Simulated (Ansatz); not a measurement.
A 6-atom cell of HfO2 (P4_2/nmc) from a materials database, relaxed with r2SCAN, was run in the plane-wave code Ansatz under altered settings. All numbers are computed, without spin polarisation but where a row says otherwise.

```
CELL_PARAMETERS angstrom
3.57669 0.00000 0.00000
0.00000 3.57669 0.00000
0.00000 0.00000 5.20222
ATOMIC_POSITIONS crystal
Hf 0.50000 0.50000 0.50000
Hf 0.00000 0.00000 0.00000
O 0.00000 0.50000 0.69621
O 0.50000 0.00000 0.80379
O 0.50000 0.00000 0.30379
O 0.00000 0.50000 0.19621
```

The base run's other keys:
```yaml
kpoints:
  mp_grid: { grid: [4, 4, 2] }
hamiltonian:
  xc: hse06
scf:
  occupations: { method: fixed }
  n_extra_bands: 5
```

It takes 17 iterations with 1277 plane waves at 420 eV and 12 k points, and leaves a mean stress of -0.04 GPa. The gap over this mesh is 6.366 eV. It ran on 4 threads of Arm Neoverse N1, with other jobs on the host.

Outcomes, with energy and stress as changes against the base:

| setting | outcome | ΔF (meV/atom) | Δ mean stress (GPa) | gap on the mesh (eV) | iterations | wall time |
| --- | --- | --- | --- | --- | --- | --- |
| hamiltonian.xc: pbe0 | converged | – | +0.1 | 7.125 | 17 | 26 s |
| scf.mixing.beta: 0.05 | converged | 0.0 | 0.0 | 6.366 | 19 | 27 s |

A dash marks a value that wasn't obtained or can't be compared. Stress is positive in compression. The base took 26 s. The base's mesh is coarse for a hybrid, so its own values aren't converged.

- hamiltonian.xc: pbe0. The mean stress moves by +0.1 GPa and the gap on the mesh by +0.759 eV (to 7.125). It's another functional on the same cell, so totals aren't comparable.

Within 1 meV an atom, 0.1 GPa and 0.005 eV of the base stay: scf.mixing.beta: 0.05.

Spin-orbit coupling is left out, which matters wherever the heavy atoms make up the band edges.

The stress of a hybrid is loosely converged in these runs.

The meshes of the hybrids are coarse, so their gaps aren't converged to the digits shown.
